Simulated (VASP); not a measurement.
# TiO (P4/mmm) in VASP: settings compared

One crystal, TiO, is run at these levels: HSE(alpha, omega); tasks: single point.

All numbers are computed with VASP 6.6.1; they aren't measurements. Logs are shortened: lines on timing, memory, paths and dates and some standing lists are left out, and cuts for length are marked.

### 1 Starting point

The structure is tetragonal, space group P4/mmm (No. 123). The conventional cell has a = 3.009 Å, b = 3.009 Å, c = 3.680 Å, α = 90.00°, β = 90.00°, γ = 90.00°. Ti (site symmetry 4/mmm) has 2 O at 1.84 Å as nearest neighbours. O (site symmetry 4/mmm) is surrounded by 2 Ti at 1.84 Å.

The cell was built by a generator and needn't be a form met in nature.

### 2 Single point, HSE(alpha, omega)

Input file POSCAR:

```
TiO
1.0
    3.0093900000      0.0000000000      0.0000000000
    0.0000000000      3.0093900000      0.0000000000
    0.0000000000      0.0000000000      3.6804200000
Ti O
1 1
Direct
    0.0000000000      0.0000000000      0.0000000000
    0.0000000000      0.0000000000      0.5000000000
```

Input file INCAR.step1:

```
SYSTEM = TiO
PREC = Accurate
ENCUT = 520
EDIFF = 1E-5
ISMEAR = -1
SIGMA = 0.05
LREAL = .False.
LASPH = .True.
NELM = 100
ALGO = Normal
ISIF = 2
LWAVE = .True.
LCHARG = .False.
NBANDS = 16
GGA = PE
```

Input file INCAR.step2:

```
SYSTEM = TiO
PREC = Accurate
ENCUT = 520
EDIFF = 1E-7
ISMEAR = -1
SIGMA = 0.05
LREAL = .False.
LASPH = .True.
NELM = 100
ALGO = Normal
ISIF = 2
LWAVE = .False.
LCHARG = .False.
GGA = PE
LHFCALC = .True.
HFSCREEN = 0.2
AEXX = 0.15
PRECFOCK = Fast
NBANDS = 16
ISTART = 1
```

Input file KPOINTS:

```
Automatic mesh
0
Gamma
  5 5 4
  0 0 0
```

Potentials or basis: VASP PAW PBE potentials, release 64 (Ti_sv, O).

Launch:

```bash
cat potpaw_PBE.64/Ti_sv/POTCAR potpaw_PBE.64/O/POTCAR > POTCAR
cp INCAR.step1 INCAR
mpirun -np 1 vasp_std > vasp.out
cp INCAR.step2 INCAR
mpirun -np 1 vasp_std > vasp.out
```

OUTCAR:

```text
SYSTEM = TiO
   PREC = Accurate
   ENCUT = 520
   EDIFF = 1E-7
   ISMEAR = -1
   LREAL = .False.
   LASPH = .True.
   NELM = 100
   ISIF = 2
   GGA = PE
   LHFCALC = .True.
   HFSCREEN = 0.2
   AEXX = 0.15
   PRECFOCK = Fast
   ISTART = 1

 ion  position               nearest neighbor table
   1  0.000  0.000  0.000-   2 1.84   2 1.84
   2  0.000  0.000  0.500-   1 1.84   1 1.84

  LATTYP: Found a simple tetragonal cell.
 ALAT       =     3.0093900000
 C/A-ratio  =     1.2229787432

  Lattice vectors:

 A1 = (   3.0093900000,   0.0000000000,   0.0000000000)
 A2 = (   0.0000000000,   3.0093900000,   0.0000000000)
 A3 = (   0.0000000000,   0.0000000000,   3.6804200000)

Analysis of symmetry for initial positions (statically):
=====================================================================
 Subroutine PRICEL returns:
 Original cell was already a primitive cell.

 Routine SETGRP: Setting up the symmetry group for a
 simple tetragonal supercell.

 Subroutine GETGRP returns: Found 16 space group operations
 (whereof 16 operations were pure point group operations)
 out of a pool of 16 trial point group operations.

The static configuration has the point symmetry D_4h.

Analysis of symmetry for dynamics (positions and initial velocities):
=====================================================================
 Subroutine PRICEL returns:
 Original cell was already a primitive cell.

 Routine SETGRP: Setting up the symmetry group for a
 simple tetragonal supercell.

 Subroutine GETGRP returns: Found 16 space group operations
 (whereof 16 operations were pure point group operations)
 out of a pool of 16 trial point group operations.

The dynamic configuration has the point symmetry D_4h.

 Subroutine INISYM returns: Found 16 space group operations
 (whereof 16 operations are pure point group operations),
 and found     1 'primitive' translations

----------------------------------------------------------------------------------------

                                     Primitive cell

  volume of cell :      33.3315

  direct lattice vectors                    reciprocal lattice vectors
     3.009390000  0.000000000  0.000000000     0.332293255  0.000000000  0.000000000
     0.000000000  3.009390000  0.000000000     0.000000000  0.332293255  0.000000000
     0.000000000  0.000000000  3.680420000     0.000000000  0.000000000  0.271708120

  length of vectors
     3.009390000  3.009390000  3.680420000     0.332293255  0.332293255  0.271708120

  position of ions in fractional coordinates (direct lattice)
     0.000000000  0.000000000  0.000000000
     0.000000000  0.000000000  0.500000000

  ion indices of the primitive-cell ions
   primitive index   ion index
                 1           1
                 2           2

----------------------------------------------------------------------------------------

 KPOINTS: Automatic mesh

Automatic generation of k-mesh.
 Grid dimensions read from file:
 generate k-points for:    5    5    4

 Generating k-lattice:

  Cartesian coordinates                     Fractional coordinates (reciprocal lattice)
     0.066458651  0.000000000  0.000000000     0.200000000  0.000000000  0.000000000
     0.000000000  0.066458651  0.000000000     0.000000000  0.200000000  0.000000000
     0.000000000  0.000000000  0.067927030     0.000000000  0.000000000  0.250000000

  Length of vectors
     0.066458651  0.066458651  0.067927030

  Shift w.r.t. Gamma in fractional coordinates (k-lattice)
     0.000000000  0.000000000  0.000000000

 Subroutine IBZKPT returns following result:
 ===========================================

 Found     18 irreducible k-points:

 Following reciprocal coordinates:
            Coordinates               Weight
  0.000000  0.000000  0.000000      1.000000
  0.200000  0.000000  0.000000      4.000000
  0.400000  0.000000  0.000000      4.000000
  0.200000  0.200000  0.000000      4.000000
  0.400000  0.200000  0.000000      8.000000
  0.400000  0.400000  0.000000      4.000000
[... 10 lines left out ...]
  0.400000  0.200000  0.500000      8.000000
  0.400000  0.400000  0.500000      4.000000
   k-points           NKPTS =     18   k-points in BZ     NKDIM =    100   number of bands    NBANDS=     16
   number of dos      NEDOS =    301   number of ions     NIONS =      2
   total plane-waves  NPLWV =  16128
   dimension x,y,z NGX =    24 NGY =   24 NGZ =   28
   dimension x,y,z NGXF=    48 NGYF=   48 NGZF=   56
   ions per type =               1   1
   NGX,Y,Z   is equivalent  to a cutoff of  13.26, 13.26, 12.65 a.u.
   NGXF,Y,Z  is equivalent  to a cutoff of  26.52, 26.52, 25.30 a.u.
 SYSTEM =  TiO
   PREC   = accura    normal or accurate (medium, high low for compatibility)
   ISTART =      1    job   : 0-new  1-cont  2-samecut
   ICHARG =      0    charge: 1-file 2-atom 10-const
   ISPIN  =      1    spin polarized calculation?
   LNONCOLLINEAR =      F non collinear calculations
   LSORBIT =      F    spin-orbit coupling
   LASPH  =      T    aspherical Exc in radial PAW
   ENCUT  =  520.0 eV  38.22 Ry    6.18 a.u.   5.60  5.60  6.84*2*pi/ulx,y,z
   NELM   =    100;   NELMIN=  2; NELMDL=  0     # of ELM steps
   EDIFF  = 0.1E-06   stopping-criterion for ELM
   LREAL  =      F    real-space projection
   EDIFFG = 0.1E-05   stopping-criterion for IOM
   NSW    =      0    number of steps for IOM
   IBRION =     -1    ionic relax: 0-MD 1-quasi-New 2-CG
   NFREE  =      0    steps in history (QN), initial steepest desc. (CG)
   ISIF   =      2    stress and relaxation
   ISYM   =      3    0-nonsym 1-usesym 2-fastsym
   POTIM  = 0.5000    time-step for ionic-motion
   TEBEG  =    0.0;   TEEND  =   0.0 temperature during run
   PSTRESS=    0.0 pullay stress
   NELECT =      18.0000    total number of electrons
   NUPDOWN=      -1.0000    fix difference up-down
   EMIN   =  10.00;   EMAX   =-10.00  energy-range for DOS
   EFERMI =   0.00;   METHOD = LEGACY
   ISMEAR =    -1;   SIGMA  =   0.05  broadening in eV -4-tet -1-fermi 0-gaus
   EFERMI_NEDOS =   21; number of points for ismear=-14 and -15
   IALGO  =     38    algorithm
   IMIX   =      1    mixing-type and parameters
     AMIX     =   0.40;   BMIX     =  1.00
     AMIX_MAG =   1.60;   BMIX_MAG =  1.00
  volume/ion in A,a.u.               =      16.67       112.47
  Fermi-wavevector in a.u.,A,eV,Ry     =   1.333156  2.519299 24.181692  1.777304
  Thomas-Fermi vector in A             =   2.462036
   LORBIT       =      0    0 simple, 1 ext, 2 COOP (PROOUT), +10 PAW based schemes
   GGA     = PE    functional components
   LHFCALC =     T    Hartree Fock is set to
   PRECFOCK=fast      Normal, Fast or Accurate (Low or Medium for compatibility)
   ENCUT4O =  -1.0   cutoff for four orbital integrals eV
   NKREDX  =     1    reduce k-point grid by
   NKREDY  =     1    reduce k-point grid by
   NKREDZ  =     1    reduce k-point grid by
   AEXX    =    0.1500 exact exchange contribution
   HFSCREEN=    0.2000 screening length (either q_TF or 0.3 A-1)
   HFSCREENC=   0.2000 screening length for correlation (either q_TF or 0.3 A-1)
   ENCUTFOCK=  -1.0 apply spherical cutoff to Coloumb kernel
   IVDW    =     0    specifies the selected vdW correction
   LEPSILON=     F    determine dielectric tensor
   LRPA    =     F    only Hartree local field effects (RPA)
 non-spin polarized calculation
  energy-cutoff  :      520.00
  volume of cell :       33.33
 maximum number of plane-waves:       910
 NGX is ok and might be reduce to    24
  NGX = 14; NGY = 14; NGZ = 16

 number of electron      17.9999992 magnetization

 Free energy of the ion-electron system (eV)
  ---------------------------------------------------
  ext. energy  EPLUGINS =         0.00000000
  ---------------------------------------------------
  free energy    TOTEN  =       -17.89790762 eV

  energy without entropy =      -17.87612487  energy(sigma->0) =      -17.88701625

 E-fermi :   3.8209     XC(G=0):  -8.7851

 val. band max:        3.7952624952   @ k =   0.4000   0.2000   0.2500
 cond. band min:       3.8490854870   @ k =   0.2000   0.0000   0.0000
 fundamental gap:      0.0538229918
 Fermi energy:         3.8208937711

 k-point     1 :       0.0000    0.0000    0.0000
  band No.  band energies     occupation
      1     -56.4620      2.00000
      2     -31.7674      2.00000
      3     -31.5829      2.00000
      4     -31.5829      2.00000
      5     -16.0578      2.00000
      6       0.3636      2.00000
[... 8 lines left out ...]
     15      14.4476      0.00000
     16      16.1968      0.00000

 k-point     2 :       0.2000    0.0000    0.0000
  band No.  band energies     occupation
      1     -56.4526      2.00000
      2     -31.7591      2.00000
      3     -31.6765      2.00000
      4     -31.5749      2.00000
      5     -15.9621      2.00000
      6      -0.0019      2.00000
[... 8 lines left out ...]
     15      15.4040      0.00000
     16      15.8784      0.00000

 k-point     3 :       0.4000    0.0000    0.0000
  band No.  band energies     occupation
      1     -56.4373      2.00000
      2     -31.8240      2.00000
      3     -31.7458      2.00000
      4     -31.5622      2.00000
      5     -15.8020      2.00000
      6      -0.8513      2.00000
[... 8 lines left out ...]
     15      12.8888      0.00000
     16      17.5988      0.00000

 k-point     4 :       0.2000    0.2000    0.0000
  band No.  band energies     occupation
      1     -56.4433      2.00000
      2     -31.7510      2.00000
      3     -31.6708      2.00000
      4     -31.6629      2.00000
      5     -15.8707      2.00000
      6      -0.0124      2.00000
[... 8 lines left out ...]
     15      16.0068      0.00000
     16      16.2342      0.00000
[... 210 lines left out ...]
 k-point    16 :       0.2000    0.2000    0.5000
  band No.  band energies     occupation
      1     -56.4392      2.00000
      2     -31.9078      2.00000
      3     -31.6629      2.00000
      4     -31.6548      2.00000
      5     -14.6335      2.00000
      6      -3.0423      2.00000
[... 8 lines left out ...]
     15      12.9377      0.00000
     16      15.6956      0.00000

 k-point    17 :       0.4000    0.2000    0.5000
  band No.  band energies     occupation
      1     -56.4243      2.00000
      2     -31.8910      2.00000
      3     -31.8022      2.00000
      4     -31.6431      2.00000
      5     -14.4852      2.00000
      6      -2.9314      2.00000
[... 8 lines left out ...]
     15      13.5426      0.00000
     16      15.0506      0.00000

 k-point    18 :       0.4000    0.4000    0.5000
  band No.  band energies     occupation
      1     -56.4097      2.00000
      2     -31.8749      2.00000
      3     -31.7825      2.00000
      4     -31.7795      2.00000
      5     -14.3485      2.00000
      6      -2.8413      2.00000
[... 8 lines left out ...]
     15      11.8681      0.00000
     16      13.0173      0.00000

------------------------ aborting loop because EDIFF is reached ----------------------------------------

  FORCE on cell =-STRESS in cart. coord.  units (eV):
  Direction    XX          YY          ZZ          XY          YZ          ZX
  --------------------------------------------------------------------------------------
  -------------------------------------------------------------------------------------
  Total       -0.0564908     -0.0564908     -1.0305382      0.0000000      0.0000000     -0.0000000
  in kB       -2.7154013     -2.7154013    -49.5359316      0.0000000      0.0000000     -0.0000000
  external PRESSURE =     -18.3222447 kB  Pullay stress =       0.0000000 kB

 VOLUME and BASIS-vectors are now :
 -----------------------------------------------------------------------------
  energy-cutoff  :      520.00
  volume of cell :       33.33
      direct lattice vectors                 reciprocal lattice vectors
     3.009390000  0.000000000  0.000000000     0.332293255  0.000000000  0.000000000
     0.000000000  3.009390000  0.000000000     0.000000000  0.332293255  0.000000000
     0.000000000  0.000000000  3.680420000     0.000000000  0.000000000  0.271708120

 POSITION                                       TOTAL-FORCE (eV/Angst)
 -----------------------------------------------------------------------------------
      0.00000      0.00000      0.00000         0.000000      0.000000      0.000000
      0.00000      0.00000      1.84021         0.000000      0.000000      0.000000
 -----------------------------------------------------------------------------------
    total drift:                               -0.000000      0.000000      0.000000

  FREE ENERGIE OF THE ION-ELECTRON SYSTEM (eV)
  ---------------------------------------------------
  free  energy   TOTEN  =       -17.8979076192 eV

  energy  without entropy=      -17.8761248741  energy(sigma->0) =      -17.88701625
```

It took 6.9 min on 1 thread of AMD EPYC 9R45 (Zen 5), shared host; peak memory 0.22 GiB.

What came out:

```yaml
Free_energy: -17.8979 eV
Pressure: -1.8 GPa
Band_gap_on_the_k_mesh: none (metal or under the smearing width)
```

Levels at points of the mesh, in eV from the Fermi level:
```tsv
k point	band 6	band 7	band 8	band 9	band 10	band 11	band 12	band 13
(0.00, 0.00, 0.00)	-3.46	-3.23	-2.35	-2.35	-0.74	2.40	2.40	2.78
(0.00, 0.00, 0.50)	-7.02	-3.47	-3.47	-2.72	-0.64	2.80	4.52	4.52
```

Caveat: the k mesh is coarse (spacing up to 0.43 Å⁻¹), so the values aren't converged, least of all with exact exchange; the PAW data sets were made with another functional, which shifts forces and pressure a little.

### 3 Single point, HSE(alpha, omega)

POSCAR is that of step 2.

INCAR.step1 is that of step 2.

Edit INCAR.step2 of step 2 so:

```diff
@@ -16,3 +16,3 @@
 HFSCREEN = 0.2
-AEXX = 0.15
+AEXX = 0.2
 PRECFOCK = Fast
```

KPOINTS is that of step 2.

Potentials or basis: VASP PAW PBE potentials, release 64 (Ti_sv, O).

Launch:

```bash
cat potpaw_PBE.64/Ti_sv/POTCAR potpaw_PBE.64/O/POTCAR > POTCAR
cp INCAR.step1 INCAR
mpirun -np 1 vasp_std > vasp.out
cp INCAR.step2 INCAR
mpirun -np 1 vasp_std > vasp.out
```

Run time: 11 min. Hardware: 1 thread of AMD EPYC 9R45 (Zen 5), shared host; peak memory 0.22 GiB.

Results (log left out):

- Free energy: -18.6391 eV
- Pressure: -2.6 GPa
- Band gap on the k mesh: none (metal or under the smearing width)

Stress tensor (GPa, compression positive):
```
-0.37  0.00  0.00
 0.00 -0.37  0.00
 0.00  0.00 -7.03
```

Levels at points of the mesh, in eV from the Fermi level:
| k point | band 5 | band 6 | band 7 | band 8 | band 9 | band 10 | band 11 | band 12 | band 13 | band 14 |
| --- | --- | --- | --- | --- | --- | --- | --- | --- | --- | --- |
| (0.00, 0.00, 0.00) | -20.38 | -3.69 | -3.38 | -2.51 | -2.51 | -0.77 | 2.58 | 2.58 | 2.96 | 5.98 |
| (0.00, 0.00, 0.50) | -19.11 | -7.31 | -3.65 | -3.65 | -2.87 | -0.68 | 2.98 | 4.74 | 4.74 | 5.49 |

Caveat: the k mesh is coarse (spacing up to 0.43 Å⁻¹), so the values aren't converged, least of all with exact exchange; the PAW data sets were made with another functional, which shifts forces and pressure a little.

### 4 Single point, HSE(alpha, omega)

POSCAR is that of step 3.

INCAR.step1 is that of step 3.

Edit INCAR.step2 of step 3 so:

```diff
@@ -16,3 +16,3 @@
 HFSCREEN = 0.2
-AEXX = 0.2
+AEXX = 0.25
 PRECFOCK = Fast
```

KPOINTS is that of step 3.

Launch:

```bash
cat potpaw_PBE.64/Ti_sv/POTCAR potpaw_PBE.64/O/POTCAR > POTCAR
cp INCAR.step1 INCAR
mpirun -np 1 vasp_std > vasp.out
cp INCAR.step2 INCAR
mpirun -np 1 vasp_std > vasp.out
```

It took 8.2 min on 1 thread of AMD EPYC 9R45 (Zen 5), shared host; peak memory 0.22 GiB.

The run converged. Its results:

- Free energy: -19.4012 eV
- Pressure: -3.9 GPa
- Band gap on the k mesh: none (metal or under the smearing width)

Stress tensor (GPa, compression positive):
```
 -0.66   0.00   0.00
  0.00  -0.66   0.00
  0.00   0.00 -10.38
```

Levels at points of the mesh, in eV from the Fermi level:
| k point | band 7 | band 8 | band 9 | band 10 | band 11 | band 12 |
| --- | --- | --- | --- | --- | --- | --- |
| (0.00, 0.00, 0.00) | -3.58 | -2.67 | -2.67 | -0.35 | 2.64 | 2.64 |
| (0.00, 0.00, 0.50) | -3.85 | -3.85 | -3.07 | -0.20 | 2.72 | 4.86 |

Caveat: the k mesh is coarse (spacing up to 0.43 Å⁻¹), so the values aren't converged, least of all with exact exchange; the PAW data sets were made with another functional, which shifts forces and pressure a little.

### 5 Single point, HSE(alpha, omega)

POSCAR is that of step 4.

INCAR.step1 is that of step 4.

Edit INCAR.step2 of step 4 so:

```diff
@@ -16,3 +16,3 @@
 HFSCREEN = 0.2
-AEXX = 0.25
+AEXX = 0.3
 PRECFOCK = Fast
```

KPOINTS is that of step 4.

Launch:

```bash
cat potpaw_PBE.64/Ti_sv/POTCAR potpaw_PBE.64/O/POTCAR > POTCAR
cp INCAR.step1 INCAR
mpirun -np 1 vasp_std > vasp.out
cp INCAR.step2 INCAR
mpirun -np 1 vasp_std > vasp.out
```

Run time: 16 min. Hardware: 1 thread of AMD EPYC 9R45 (Zen 5), shared host; peak memory 0.22 GiB.

It converged, with:

| Quantity | Value |
| --- | --- |
| Free energy | -20.1811 eV |
| Pressure | -4.5 GPa |
| Band gap on the k mesh | 0.22 eV, indirect (least direct gap 1.07 eV) |

Stress tensor (GPa, compression positive):
```
 -0.27   0.00   0.00
  0.00  -0.27   0.00
  0.00   0.00 -12.97
```

Levels at points of the mesh, in eV from the valence-band top:
```
           k point  band 6  band 7  band 8  band 9  band 10  band 11  band 12  band 13
(0.00, 0.00, 0.00)   -3.97   -3.57   -2.65   -2.65     0.22     2.85     2.99     2.99
(0.00, 0.00, 0.50)   -7.73   -3.84   -3.84   -3.05     0.40     2.87     5.26     5.26
```

Caveat: the k mesh is coarse (spacing up to 0.43 Å⁻¹), so the values aren't converged, least of all with exact exchange; the PAW data sets were made with another functional, which shifts forces and pressure a little; an odd mesh through Γ misses points on the zone boundary, where band edges often lie.

[end of part 1 of 2]
